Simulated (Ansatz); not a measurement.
# CsSnI3: energy against volume and a worked fit

```cif
data_structure
_symmetry_space_group_name_H-M 'P 1'
_symmetry_Int_Tables_number 1
_cell_length_a 6.2057
_cell_length_b 6.2057
_cell_length_c 6.2057
_cell_angle_alpha 90.000
_cell_angle_beta 90.000
_cell_angle_gamma 90.000
_cell_volume 238.99
loop_
_atom_site_label
_atom_site_type_symbol
_atom_site_fract_x
_atom_site_fract_y
_atom_site_fract_z
_atom_site_occupancy
Cs1 Cs 0.00000 0.00000 0.00000 1
I1 I 0.50000 0.50000 0.00000 1
I2 I 0.50000 0.00000 0.50000 1
I3 I 0.00000 0.50000 0.50000 1
Sn1 Sn 0.50000 0.50000 0.50000 1
```

The cell was measured well above room temperature.

The cell was scaled at fixed shape and fractions and run with Ansatz, PseudoDojo stringent, cutoff 1530 eV; PBE, k mesh 5 × 5 × 5 on the cell of 5 atoms, fermi-dirac occupations of 0.05 eV, no spin polarisation, no spin-orbit coupling. Energies are those that the program minimises, any entropy of the smearing included.

```tsv
V (Å³/atom)	energy over the lowest row (meV/atom)
44.9294	22.664
45.8853	13.378
46.8412	6.729
47.7972	?
48.7531	0.272
49.7091	0.000
50.6650	1.433
```

Task: Fit the third-order Birch-Murnaghan form, give V0, B0 and B′, and predict the energy left open.

Result: With y = (V0/V)^(2/3), E = E0 + (9 V0 B0/16) [(y - 1)³ B′ + (y - 1)² (6 - 4y)]. Least squares through the rows shown give V0 = 49.3722 Å³/atom, E0 = -0.108 meV, B0 = 15.31 GPa (1 eV/Å³ = 160.218 GPa) and B′ = 4.60, with a largest miss of 0.006 meV. At V = 47.7972 the form with these constants gives 2.442 meV; the run gave 2.444 meV an atom. Other set-ups at this level, from all their volumes (Å³/atom, GPa): Ansatz, all-electron LAPW, scalar-relativistic: V0 49.345, B0 15.33.
